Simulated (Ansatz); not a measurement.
# Hf: the cost of one run

Method: DFT LDA, scalar-relativistic, plane waves, PAW, in Ansatz 0.2.0.

## (1) Starting point

The structure is hexagonal, space group P6/mmm (No. 191). The conventional cell has a = 4.962 Å, b = 4.962 Å, c = 3.086 Å, α = 90.00°, β = 90.00°, γ = 120.00°. Hf (site symmetry -6m2) has 11 Hf at 2.87 to 3.25 Å as nearest neighbours. Around Hf (site symmetry 6/mmm) lie 14 Hf at 3.09 to 3.25 Å.

As a file:

```cif
data_structure
_symmetry_space_group_name_H-M 'P6/mmm'
_symmetry_Int_Tables_number 191
_cell_length_a 4.9623
_cell_length_b 4.9623
_cell_length_c 3.0862
_cell_angle_alpha 90.000
_cell_angle_beta 90.000
_cell_angle_gamma 120.000
_cell_volume 65.82
loop_
_atom_site_label
_atom_site_type_symbol
_atom_site_symmetry_multiplicity
_atom_site_Wyckoff_symbol
_atom_site_fract_x
_atom_site_fract_y
_atom_site_fract_z
_atom_site_occupancy
Hf1 Hf 2 d 0.66667 0.33333 0.50000 1
Hf2 Hf 1 a 0.00000 0.00000 0.00000 1
```

The structure comes from the Materials Project (structure only).

## (2) Another functional, on a distorted cell: LDA

What differs from the listed cell: strain xx, yy, zz, yz, xz, xy = -1.1, -1.1, +0.4, +0.0, +0.0, +0.0 %.

The input, input.yaml:

```yaml
crystal:
  lattice:
    - [4.9089845014, 0.0, 0.0]
    - [-2.4544922507, 4.2513052849, 0.0]
    - [0.0, 0.0, 3.0993487371]
  atoms:
    - { symbol: Hf, position: [0.66666667, 0.33333333, 0.5] }
    - { symbol: Hf, position: [0.33333333, 0.66666667, 0.5] }
    - { symbol: Hf, position: [0.0, 0.0, 0.0] }
basis:
  ecutwfc: 420
kpoints:
  mp_grid: { grid: [12, 12, 14] }
hamiltonian:
  xc: lda
scf:
  occupations: { method: gaussian, width: 0.1 }
output:
  forces: true
  stress: true
  eigenvalues: true
```

The run is started by

```
$ ansatz run input.yaml --threads 1 --pin off --max-ram 1331MiB --backend cpu --events-out ev --progress --plain --runs-dir out
```

Q: Estimate wall time and peak memory on 1 thread of an x86-64 CPU, shared host.

About 46 s, with a peak of 0.58 GiB.
